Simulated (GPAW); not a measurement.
# SnSe2 (P-3m1) in GPAW: notebook

Aim: see how the results for SnSe2 move with the level of theory and the settings. Levels: MS2, PBE. Tasks: band structure.

Program: GPAW 26.7.0. These are calculated values, not measurements. Logs are shortened: lines on timing, memory, paths and dates and some standing lists are left out, and cuts for length are marked. The log counts tension as positive stress, the text compression.

## 1. The structure

The structure is trigonal, space group P-3m1 (No. 164). The conventional cell has a = 3.811 Å, b = 3.811 Å, c = 6.136 Å, α = 90.00°, β = 90.00°, γ = 120.00°. Sn (site symmetry -3m) is surrounded by 6 Se at 2.68 Å. Se (site symmetry 3m) is surrounded by 3 Sn at 2.68 Å.

## 2. Band structure, MS2, spin-orbit coupling, no magnetisation

File run.py:

```python
import numpy as np
from ase.dft.bandgap import bandgap
from ase.io import read, write
from ase.units import GPa
from gpaw import GPAW, PW
from gpaw.spinorbit import soc_eigenstates

atoms = read('POSCAR')

calc = GPAW(mode=PW(600),
            xc='MGGA_X_MS2+GGA_C_REGTPSS',
            kpts={'size': (6, 6, 3), 'gamma': True},
            occupations={'name': 'fermi-dirac', 'width': 0.05},
            nbands=24,
            convergence={'density': 1e-05, 'energy': 1e-05},
            maxiter=150,
            txt='gpaw.txt')
atoms.calc = calc
energy = atoms.get_potential_energy()
forces = atoms.get_forces()
stress = atoms.get_stress()
calc.write('gs.gpw')
write('result.traj', atoms)
print(f'Energy: {energy:.6f} eV')
print('Forces (eV/A):')
print(forces.round(4))
print('Stress (GPa):', (stress / GPa).round(3))
print('Fermi level:', round(calc.get_fermi_level(), 4), 'eV')
print(f'Gap: {bandgap(calc)[0]:.4f} eV, direct: {bandgap(calc, direct=True)[0]:.4f} eV')

path = atoms.cell.bandpath('GMKGALHA,LM,KH', npoints=100, eps=1e-4)
bs_calc = calc.fixed_density(kpts=path, symmetry='off', nbands=39,
                             convergence={'bands': 'CBM+6.0', 'eigenstates': 1e-6}, txt='bands.txt')
bs = bs_calc.band_structure()
bs.write('bs.json')
print(f'Gap on the path: {bandgap(bs_calc)[0]:.4f} eV')

soc = soc_eigenstates(bs_calc, theta=90, phi=45, ignore_xc_potential=True)
np.savetxt('soc_bands.dat', soc.eigenvalues(), fmt='%.4f')
mesh = soc_eigenstates('gs.gpw', theta=90, phi=45, ignore_xc_potential=True)
np.savetxt('soc_mesh.dat', mesh.eigenvalues(), fmt='%.4f')
print('Fermi level with spin-orbit coupling:', round(mesh.fermi_level, 4), 'eV')
```

File POSCAR:

```
SnSe2
1.0
    3.8110000000      0.0000000000      0.0000000000
   -1.9055000000      3.3004228138      0.0000000000
    0.0000000000      0.0000000000      6.1360000000
Sn Se
1 2
Direct
    0.0000000000      0.0000000000      0.0000000000
    0.6666666667      0.3333333333      0.7510000000
    0.3333333333      0.6666666667      0.2490000000
```

Potentials or basis: GPAW PAW data sets (gpaw-data 1.2.1), pw.

Started as:

```console
$ OMP_NUM_THREADS=1 python run.py
```

gpaw.txt:

```text
__  _  _
 | _ |_)|_||  |
 |__||  | ||/\| - 26.7.0

Input parameters:
  mode=PW(ecut=600.0),
  convergence={'density': 1e-05, 'energy': 1e-05},
  kpts=MonkhorstPack(size=(6, 6, 3), gamma=True),
  maxiter=150,
  nbands=24,
  occupations=Occupations(name='fermi-dirac', width=0.05),
  xc=XC(name='MGGA_X_MS2+GGA_C_REGTPSS')

Diagonalizing LCAO Hamiltonian
Converting LCAO to pw mode

             Se

         Se

       Sn

Atoms  # Å, Bohr magnetons
|   | symbol |         x |        y |        z |    initial magnetic moments |
|---|--------|-----------|----------|----------|-----------------------------|
| 0 |     Sn |  0.000000 | 0.000000 | 0.000000 | ( 0.0000,  0.0000,  0.0000) |
| 1 |     Se |  1.905500 | 1.100141 | 4.608136 | ( 0.0000,  0.0000,  0.0000) |
| 2 |     Se | -0.000000 | 2.200282 | 1.527864 | ( 0.0000,  0.0000,  0.0000) |

Unit cell  # Å
| periodic |         x |        y |        z |  lengths |     angles |
|----------|-----------|----------|----------|----------|------------|
|      yes |  3.811000 | 0.000000 | 0.000000 | 3.811000 |  90.000000 |
|      yes | -1.905500 | 3.300423 | 0.000000 | 3.811000 |  90.000000 |
|      yes |  0.000000 | 0.000000 | 6.136000 | 6.136000 | 120.000000 |

Number of symmetries: 12
Symmetry operations  # r_c * U_cc + t_c -> r_c
|    | kind |            matrix            |
|----|------|------------------------------|
|  0 |  σ   |  1, 1, 0,  0,-1, 0,  0, 0, 1 |
|  1 |  S6  |  1, 1, 0, -1, 0, 0,  0, 0,-1 |
|  2 |  E   |  1, 0, 0,  0, 1, 0,  0, 0, 1 |
|  3 |  C2  |  1, 0, 0, -1,-1, 0,  0, 0,-1 |
|  4 |  C2  |  0, 1, 0,  1, 0, 0,  0, 0,-1 |
|  5 |  C3  |  0, 1, 0, -1,-1, 0,  0, 0, 1 |
|  6 |  S6  |  0,-1, 0,  1, 1, 0,  0, 0,-1 |
|  7 |  σ   |  0,-1, 0, -1, 0, 0,  0, 0, 1 |
|  8 |  σ   | -1, 0, 0,  1, 1, 0,  0, 0, 1 |
|  9 |  i   | -1, 0, 0,  0,-1, 0,  0, 0,-1 |
| 10 |  C3  | -1,-1, 0,  1, 0, 0,  0, 0, 1 |
| 11 |  C2  | -1,-1, 0,  0, 1, 0,  0, 0,-1 |

BZ-sampling:
  Number of BZ points: 108
  Number of IBZ points: 17

  Monkhorst-Pack size: [6, 6, 3]
  Monkhorst-Pack shift: [0.08333333333333333, 0.08333333333333333, 0.0]

K-points  # in reciprocal-cell coordinates
|     |                                coordinates |     weight |
|-----|--------------------------------------------|------------|
|   0 | (  0.00000000,   0.00000000,   0.00000000) | 0.00925926 |
|   1 | (  0.00000000,   0.00000000,   0.33333333) | 0.01851852 |
|   2 | (  0.16666667,   0.00000000,  -0.33333333) | 0.05555556 |
|   3 | (  0.16666667,   0.00000000,   0.00000000) | 0.05555556 |
|   4 | (  0.16666667,   0.00000000,   0.33333333) | 0.05555556 |
|   5 | (  0.33333333,  -0.16666667,   0.00000000) | 0.05555556 |
|   6 | (  0.33333333,  -0.16666667,   0.33333333) | 0.11111111 |
|   7 | (  0.33333333,   0.00000000,  -0.33333333) | 0.05555556 |
|   8 | (  0.33333333,   0.00000000,   0.00000000) | 0.05555556 |
|   9 | (  0.33333333,   0.00000000,   0.33333333) | 0.05555556 |
| ... |                                            |            |
|  16 | (  0.50000000,   0.50000000,   0.33333333) | 0.05555556 |

Plane wave coefficients: 2593
Cutoff: 600.0 eV

Spin-components: 1 (collinear spins)
Bands:           24
Projectors:      16
Spin-degeneracy: 2
Datatype:        complex128

Parallelization:
  kpt:    1
  domain: 1
  band:   1

Density:
  Valence electrons: 26.0
  Components: 1
  Grid points: [24 24 35]
  Charge: 0.0  # |e|

Potential:
  Grid points: [24 24 35]

species:
  Sn:
    name:    Tin
    Z:       50.0
    valence: 14
    core:    36
    charge:  0.0  # [|e|]
    compensation charges:
      type: gauss
      rc: 0.38  # [Å]
      lmax: 2
    cutoffs:
      filter: 2.23  # [Å]
      core: 2.35  # [Å]
    projectors
    | kind |    occ | energy [eV] | rcut [Å] |
    |------|--------|-------------|----------|
    |   5s |  2.000 |     -10.538 |    1.201 |
    |   5p |  2.000 |      -3.696 |    1.270 |
    |   4d | 10.000 |     -25.845 |    1.185 |
    |    s |        |      16.674 |    1.201 |
    |    p |        |      23.515 |    1.270 |
    |    d |        |       1.367 |    1.185 |

    Using partial waves for Sn as LCAO basis

  Se:
    name:    Selenium
    Z:       34.0
    valence: 6
    core:    28
    charge:  0.0  # [|e|]
    compensation charges:
      type: gauss
      rc: 0.27  # [Å]
      lmax: 2
    cutoffs:
      filter: 1.77  # [Å]
      core: 2.67  # [Å]
    projectors
    | kind |    occ | energy [eV] | rcut [Å] |
    |------|--------|-------------|----------|
    |   4s |  2.000 |     -17.277 |    0.847 |
    |   4p |  4.000 |      -6.512 |    1.005 |
    |    s |        |       9.935 |    0.847 |
    |    p |        |      20.699 |    1.005 |
    |    d |        |       0.000 |    0.847 |

    Using partial waves for Se as LCAO basis

Reference energy: -300217.757568  # eV

eigensolver:
  PPCG
  Converge bands: occupied
  niter=2

density mixing:
  MSR1-Mixer
  Pratt-step length: 0.05
  Maximum mixing coefficient: 0.75
  Old densities: 10
  SVD Regularization: 0.005
  Good broyden scale: 1.0
  Trust region scale: 1.0
  Backstep threshold: 4.0
  History deletion threshold: 6.0
  Fourier metric: weight=20.0, sigma=0.015

occupation numbers:
  Fermi-Dirac:
    width: 0.0500  # eV

poisson solver:
  ecut: 4800.0  # eV

xc functional:
  name: MGGA_X_MS2+GGA_C_REGTPSS with 2 nearest neighbor stencil

convergence criteria:
- Maximum integral of absolute [dens]ity change: 1e-05 electrons / valence electron
- Maximum [total energy] change in last 3 cyles: 1e-05 eV / valence electron
- Maximum integral of absolute [eigenst]ate change: 4e-08 eV^2 / valence electron
maximum number of iterations: 150

SCF iterations
|iter     | |      energy | eigst |  dens |
|---------|-|-------------|-------|-------|
|iter:   1| |  -20.849099 | +0.23 |       |
|iter:   2| |   -6.265554 | -0.24 | -1.21 |
|iter:   3| |   -6.053116 | -2.21 | -1.21 |
|iter:   4| |   -6.060866 | -2.13 | -1.33 |
|iter:   5| |   -6.146965 | -2.20 | -1.53 |
|iter:   6| |   -6.135793 | -2.77 | -1.65 |
|iter:   7| |   -6.131115 | -3.87 | -1.81 |
|iter:   8| |   -6.126469 | -3.79 | -1.90 |
|iter:   9| |   -6.125292 | -4.73 | -2.04 |
|iter:  10| |   -6.120735 | -3.66 | -2.12 |
|iter:  11| |   -6.120888 | -4.45 | -2.82 |
|iter:  12| |   -6.120898c| -5.44 | -3.01 |
|iter:  13| |   -6.120912c| -6.21 | -3.66 |
|iter:  14| |   -6.120912c| -7.44c| -4.42 |
|iter:  15| |   -6.120912c| -7.57c| -4.95 |
|iter:  16| |   -6.120912c| -8.31c| -5.52c|

Converged in 16 steps
Energy contributions relative to reference atoms: (reference = -300217.757568)

Energy contributions:
  Kinetic:          15.691482
  Coulomb:         -12.588345
  Zero:             -0.487671
  External:          0.000000
  Xc:               -8.736377
  Entropy:          -0.000002
  Spinorbit:         0.000000
  ----------------------------
  Free energy:      -6.120913
  Extrapolated:     -6.120912

dipole moment: (-6.301237, -10.914062, -20.290942)  # |e|*Ang

Fermi level: 5.419
Eigenvalues  # (at kpt = [0.000, 0.000, 0.000])
| band index |      eig [eV] | occ [0-2] |
|------------|---------------|-----------|
|          0 |       -16.548 |     2.000 |
|        ... |               |           |
|          5 |        -9.308 |     2.000 |
|          6 |        -7.528 |     2.000 |
|          7 |        -1.120 |     2.000 |
|          8 |         4.159 |     2.000 |
|          9 |         4.159 |     2.000 |
|         10 |         4.506 |     2.000 |
[... 8 lines left out ...]
|         19 |        14.121 |     0.000 |
|         20 |        14.947 |     0.000 |
|        ... |               |           |
|         23 |        16.088 |     0.000 |

Gap: 1.100 eV
Transition (v -> c):
  (s=0, k=0, n=12, [0.00, 0.00, 0.00]) -> (s=0, k=16, n=13, [0.50, 0.50, 0.33])
Direct/indirect transitions are different
Direct gap: 1.564 eV
Transition at: (s=0, k=0, n=12, [0.00, 0.00, 0.00])

Forces  # eV/Ang
|       x |        y |        z |
|---------|----------|----------|
| 0.00000 |  0.00000 |  0.00000 |  # Sn   0
| 0.00000 | -0.00000 | -0.35137 |  # Se   1
| 0.00000 |  0.00000 |  0.35137 |  # Se   2

Stress tensor  # eV/Ang^3
|         x |         y |         z |
|-----------|-----------|-----------|
| -0.012047 |  0.000000 |  0.000000 |
|  0.000000 | -0.012047 | -0.000000 |
|  0.000000 | -0.000000 | -0.022654 |

# Writing to gs.gpw (mode='')
```

It took 5.1 min on 1 thread of Arm Neoverse V2, shared host; peak memory 0.58 GiB.

What came out:

- Free energy: -6.1209 eV
- Pressure: 2.5 GPa
- Largest force: 0.351 eV/Å
- Band gap on the k mesh: 1.04 eV, indirect (least direct gap 1.51 eV)
- Band gap along the path: 1.03 eV, indirect (least direct gap 1.51 eV)

Forces in eV/Å, atoms in the order of the input:
```
Sn   0.000  0.000  0.000
Se   0.000  0.000 -0.351
Se   0.000  0.000  0.351
```

Levels at the corners of the path, in eV from the valence-band top:
| point | band 24 | band 25 | band 26 | band 27 | band 28 | band 29 |
| --- | --- | --- | --- | --- | --- | --- |
| Γ | -0.32 | -0.03 | -0.03 | 1.48 | 1.48 | 3.17 |
| M | -1.25 | -0.35 | -0.35 | 1.36 | 1.36 | 4.05 |
| K | -1.60 | -1.55 | -1.55 | 1.67 | 1.67 | 6.78 |
| Γ | -0.32 | -0.03 | -0.03 | 1.48 | 1.48 | 3.17 |
| A | -0.44 | -0.17 | -0.17 | 2.76 | 2.76 | 3.16 |
| L | -0.97 | -0.68 | -0.68 | 1.11 | 1.11 | 4.47 |
| H | -0.49 | -0.39 | -0.39 | 2.81 | 2.81 | 4.91 |
| A | -0.44 | -0.17 | -0.17 | 2.76 | 2.76 | 3.16 |
| L | -0.97 | -0.68 | -0.68 | 1.11 | 1.11 | 4.47 |
| M | -1.25 | -0.35 | -0.35 | 1.36 | 1.36 | 4.05 |
| K | -1.60 | -1.55 | -1.55 | 1.67 | 1.67 | 6.78 |
| H | -0.49 | -0.39 | -0.39 | 2.81 | 2.81 | 4.91 |

Caveat: spin-orbit coupling was added after a scalar SCF, so levels and gaps hold it while energy, forces, pressure and moments don't; this program's spin-orbit splittings come out too wide for heavy elements; the PAW data sets were made with another functional, which shifts forces and pressure a little.

## 3. Band structure, PBE

File run.py:

```python
from ase.dft.bandgap import bandgap
from ase.io import read, write
from gpaw import GPAW

atoms = read('SnSe2.cif')

calc = GPAW(mode='lcao',
            h=0.2,
            basis='dz(dzp)',
            xc='PBE',
            kpts={'size': (6, 6, 3), 'gamma': True},
            occupations={'name': 'fermi-dirac', 'width': 0.05},
            convergence={'density': 1e-05, 'energy': 1e-05},
            maxiter=150,
            txt='gpaw.txt')
atoms.calc = calc
energy = atoms.get_potential_energy()
forces = atoms.get_forces()
calc.write('gs.gpw')
write('result.traj', atoms)
print(f'Energy: {energy:.6f} eV')
print('Forces (eV/A):')
print(forces.round(4))
print('Fermi level:', round(calc.get_fermi_level(), 4), 'eV')
print(f'Gap: {bandgap(calc)[0]:.4f} eV, direct: {bandgap(calc, direct=True)[0]:.4f} eV')

path = atoms.cell.bandpath('GMKGALHA,LM,KH', npoints=100, eps=1e-4)
bs_calc = calc.fixed_density(kpts=path, symmetry='off', txt='bands.txt')
bs = bs_calc.band_structure()
bs.write('bs.json')
print(f'Gap on the path: {bandgap(bs_calc)[0]:.4f} eV')
```

File SnSe2.cif:

```cif
data_SnSe2
_cell_length_a 3.81100000
_cell_length_b 3.81100000
_cell_length_c 6.13600000
_cell_angle_alpha 90.00000000
_cell_angle_beta 90.00000000
_cell_angle_gamma 120.00000000
_space_group_name_H-M_alt 'P1'
_space_group_name_Hall 'P 1'
_space_group_IT_number 1
loop_
_space_group_symop_operation_xyz
'x,y,z'
loop_
_atom_site_label
_atom_site_type_symbol
_atom_site_symmetry_multiplicity
_atom_site_Wyckoff_symbol
_atom_site_fract_x
_atom_site_fract_y
_atom_site_fract_z
_atom_site_occupancy
Sn1 Sn 1 a 0.0000000000 0.0000000000 0.0000000000 1
Se1 Se 1 a 0.6666666667 0.3333333333 0.7510000000 1
Se2 Se 1 a 0.3333333333 0.6666666667 0.2490000000 1
```

Potentials or basis: GPAW PAW data sets (gpaw-data 1.2.1), lcao:dz(dzp).

Started as:

```console
$ OMP_NUM_THREADS=1 python run.py
```

gpaw.txt:

```text
__  _  _
 | _ |_)|_||  |
 |__||  | ||/\| - 26.7.0

Input parameters:
  mode=LCAO(),
  basis={'default': 'dz(dzp)'},
  convergence={'density': 1e-05, 'energy': 1e-05},
  h=0.2,
  kpts=MonkhorstPack(size=(6, 6, 3), gamma=True),
  maxiter=150,
  occupations=Occupations(name='fermi-dirac', width=0.05),
  xc=XC(name='PBE')

             Se

         Se

       Sn

Atoms  # Å, Bohr magnetons
|   | symbol |         x |        y |        z |    initial magnetic moments |
|---|--------|-----------|----------|----------|-----------------------------|
| 0 |     Sn |  0.000000 | 0.000000 | 0.000000 | ( 0.0000,  0.0000,  0.0000) |
| 1 |     Se |  1.905500 | 1.100141 | 4.608136 | ( 0.0000,  0.0000,  0.0000) |
| 2 |     Se | -0.000000 | 2.200282 | 1.527864 | ( 0.0000,  0.0000,  0.0000) |

Unit cell  # Å
| periodic |         x |        y |        z |  lengths |     angles |
|----------|-----------|----------|----------|----------|------------|
|      yes |  3.811000 | 0.000000 | 0.000000 | 3.811000 |  90.000000 |
|      yes | -1.905500 | 3.300423 | 0.000000 | 3.811000 |  90.000000 |
|      yes |  0.000000 | 0.000000 | 6.136000 | 6.136000 | 120.000000 |

Number of symmetries: 12
Symmetry operations  # r_c * U_cc + t_c -> r_c
|    | kind |            matrix            |
|----|------|------------------------------|
|  0 |  σ   |  1, 1, 0,  0,-1, 0,  0, 0, 1 |
|  1 |  S6  |  1, 1, 0, -1, 0, 0,  0, 0,-1 |
|  2 |  E   |  1, 0, 0,  0, 1, 0,  0, 0, 1 |
|  3 |  C2  |  1, 0, 0, -1,-1, 0,  0, 0,-1 |
[... 333 lines left out ...]
- Maximum integral of absolute [dens]ity change: 1e-05 electrons / valence electron
- Maximum [total energy] change in last 3 cyles: 1e-05 eV / valence electron
- Maximum integral of absolute [eigenst]ate change: 4e-08 eV^2 / valence electron
maximum number of iterations: 150

SCF iterations
|iter     | |      energy | eigst |  dens |
|---------|-|-------------|-------|-------|
|iter:   1| |  -10.357175 |      c|       |
|iter:   2| |  -10.262314 |      c| -1.32 |
|iter:   3| |   -9.981116 |      c| -1.36 |
|iter:   4| |   -9.979827 |      c| -1.94 |
|iter:   5| |   -9.979508 |      c| -2.30 |
|iter:   6| |   -9.979500 |      c| -3.31 |
|iter:   7| |   -9.979500c|      c| -4.05 |
|iter:   8| |   -9.979500c|      c| -4.65 |
|iter:   9| |   -9.979500c|      c| -5.71c|

Converged in 9 steps
Energy contributions relative to reference atoms: (reference = -300217.757568)

Energy contributions:
  Kinetic:          56.865635
  Coulomb:         -50.815172
  Zero:              0.253155
  External:          0.000000
  Xc:              -16.283103
  Entropy:          -0.000030
  Spinorbit:         0.000000
  ----------------------------
  Free energy:      -9.979515
  Extrapolated:     -9.979500

dipole moment: (-6.364572, -11.023762, -20.494891)  # |e|*Ang

Fermi level: 5.725
Eigenvalues  # (at kpt = [0.000, 0.000, 0.000])
| band index |      eig [eV] | occ [0-2] |
|------------|---------------|-----------|
|          0 |       -16.077 |     2.000 |
|        ... |               |           |
|          5 |        -9.084 |     2.000 |
|          6 |        -7.179 |     2.000 |
|          7 |        -0.727 |     2.000 |
|          8 |         4.459 |     2.000 |
|          9 |         4.461 |     2.000 |
|         10 |         4.825 |     2.000 |
|         11 |         4.828 |     2.000 |
|         12 |         5.350 |     1.999 |
|         13 |         6.208 |     0.000 |
|         14 |         8.471 |     0.000 |
|         15 |         9.988 |     0.000 |
|         16 |         9.990 |     0.000 |

Gap: 0.783 eV
Transition (v -> c):
  (s=0, k=0, n=12, [0.00, 0.00, 0.00]) -> (s=0, k=16, n=13, [0.50, 0.50, 0.33])
Direct/indirect transitions are different
Direct gap: 0.858 eV
Transition at: (s=0, k=0, n=12, [0.00, 0.00, 0.00])

Forces  # eV/Ang
|        x |        y |        z |
|----------|----------|----------|
|  0.00000 |  0.00000 |  0.00000 |  # Sn   0
| -0.00000 |  0.00000 | -1.38654 |  # Se   1
|  0.00000 | -0.00000 |  1.38654 |  # Se   2

# Writing to gs.gpw (mode='')
```

bands.txt:

```text
convergence criteria:
- Maximum integral of absolute [eigenst]ate change: 4e-08 eV^2 / valence electron
maximum number of iterations: 150

SCF iterations
|iter     | |      energy | eigst |  dens |
|---------|-|-------------|-------|-------|
|iter:   1| |             |      c|       |
[... 100 lines left out ...]
         [0.5       , 0.        , 0.        ],
         [0.33333333, 0.33333333, 0.        ],
         [0.33333333, 0.33333333, 0.0625    ],
         [0.33333333, 0.33333333, 0.125     ],
         [0.33333333, 0.33333333, 0.1875    ],
         [0.33333333, 0.33333333, 0.25      ],
         [0.33333333, 0.33333333, 0.3125    ],
         [0.33333333, 0.33333333, 0.375     ],
         [0.33333333, 0.33333333, 0.4375    ],
         [0.33333333, 0.33333333, 0.5       ]])),
  maxiter=150,
  occupations=Occupations(name='fermi-dirac', width=0.05),
  symmetry=Symmetry(point_group=False, time_reversal=False),
  xc=XC(name='PBE')
```

Run time: 8.8 s. Hardware: 1 thread of Arm Neoverse V2, shared host; peak memory 0.18 GiB.

These settings aren't checked as converged: the numbers below hold their error.

Results:

- Free energy: -9.9795 eV
- Largest force: 1.387 eV/Å
- Band gap on the k mesh: 0.78 eV, indirect (least direct gap 0.86 eV)
- Band gap along the path: 0.77 eV, indirect (least direct gap 0.86 eV)

Caveat: the real-space grid adds noise to forces; spin-orbit coupling is left out, which moves the levels of the heavy elements; this functional lacks dispersion, which binds the layers, so the pressure and a relaxed spacing across them are unreliable; the basis of atomic orbitals isn't converged, which shifts pressures, moduli and gaps.
